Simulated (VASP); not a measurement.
A calculation with VASP 6.6.1 of SiC (Moissanite) (native input, structure from a POSCAR):

Contents of INCAR:

```
SYSTEM = SiC
PREC = Accurate
ENCUT = 520
EDIFF = 1E-7
ISMEAR = 0
SIGMA = 0.05
LREAL = .FALSE.
LASPH = .TRUE.
NELM = 60
ALGO = Fast
ISIF = 2
LWAVE = .FALSE.
LCHARG = .TRUE.
LELF = .TRUE.
LVHAR = .TRUE.
NBANDS = 16
```

The input KPOINTS:

```
Automatic mesh
0
G
  10 10 5
  0 0 0
```

File POSCAR:

```
SiC
1.0
    3.0760000000      0.0000000000      0.0000000000
   -1.5380000000      2.6638941420      0.0000000000
    0.0000000000      0.0000000000      5.0480000000
Si C
2 2
Cartesian
    1.5380000002      0.8879647139      2.5240000000
   -0.0000000002      1.7759294281      0.0000000000
    1.5380000002      0.8879647139      4.4674800000
   -0.0000000002      1.7759294281      1.9434800000
```

Potentials or basis: VASP PAW LDA potentials, release 64 (Si, C).

Run with:

```sh
$ cat potpaw_LDA.64/Si/POTCAR potpaw_LDA.64/C/POTCAR > POTCAR
$ mpirun -np 1 vasp_std > vasp.out
```

**Question.** Write the same calculation in another form: ASE script, structure from a P1 CIF.

**Answer.** As run:

Contents of run.py:

```python
from ase.calculators.vasp import Vasp
from ase.dft.bandgap import bandgap
from ase.io import read

atoms = read('SiC.cif')
calc = Vasp(
    directory='calc',
    xc='lda',
    pp='LDA',
    setups='materialsproject',
    prec='Accurate',
    encut=520,
    ediff=1e-06,
    ismear=0,
    sigma=0.05,
    lreal=False,
    lasph=True,
    nelm=100,
    algo='Normal',
    isif=2,
    lwave=False,
    lcharg=False,
    kpts=[10, 10, 5],
    gamma=True,
)
atoms.calc = calc

print('energy (eV):', atoms.get_potential_energy())
print('free energy (eV):', atoms.get_potential_energy(force_consistent=True))
print('forces (eV/A):')
print(atoms.get_forces())
print('stress (eV/A^3, Voigt):', atoms.get_stress())
print('Fermi level (eV):', calc.get_fermi_level())
gap, top, bottom = bandgap(calc)
print('band gap (eV):', gap, 'from (spin, k, band)', top, 'to', bottom)
```

Contents of SiC.cif:

```cif
data_SiC
_cell_length_a 3.07600000
_cell_length_b 3.07600000
_cell_length_c 5.04800000
_cell_angle_alpha 90.00000000
_cell_angle_beta 90.00000000
_cell_angle_gamma 120.00000000
_space_group_name_H-M_alt 'P1'
_space_group_name_Hall 'P 1'
_space_group_IT_number 1
loop_
_space_group_symop_operation_xyz
'x,y,z'
loop_
_atom_site_label
_atom_site_type_symbol
_atom_site_symmetry_multiplicity
_atom_site_Wyckoff_symbol
_atom_site_fract_x
_atom_site_fract_y
_atom_site_fract_z
_atom_site_occupancy
Si1 Si 1 a 0.6666666667 0.3333333333 0.5000000000 1
Si2 Si 1 a 0.3333333333 0.6666666667 0.0000000000 1
C1 C 1 a 0.6666666667 0.3333333333 0.8850000000 1
C2 C 1 a 0.3333333333 0.6666666667 0.3850000000 1
```

Potentials or basis: VASP PAW LDA potentials, release 64 (Si, C).

Launch:

```bash
$ python run.py
```

Both were run:

|  | native input, structure from a POSCAR | ASE script, structure from a P1 CIF |
| --- | --- | --- |
| Pressure | -3.6 GPa | -3.6 GPa |
| Largest force | 0.734 eV/Å | 0.735 eV/Å |
| Band gap on the k mesh | 2.36 eV, indirect (least direct gap 3.98 eV) | 2.36 eV, indirect (least direct gap 3.98 eV) |

Keys that steer only the numerical path or the files written may differ.

Caveat: an odd mesh through Γ misses points on the zone boundary, where band edges often lie.
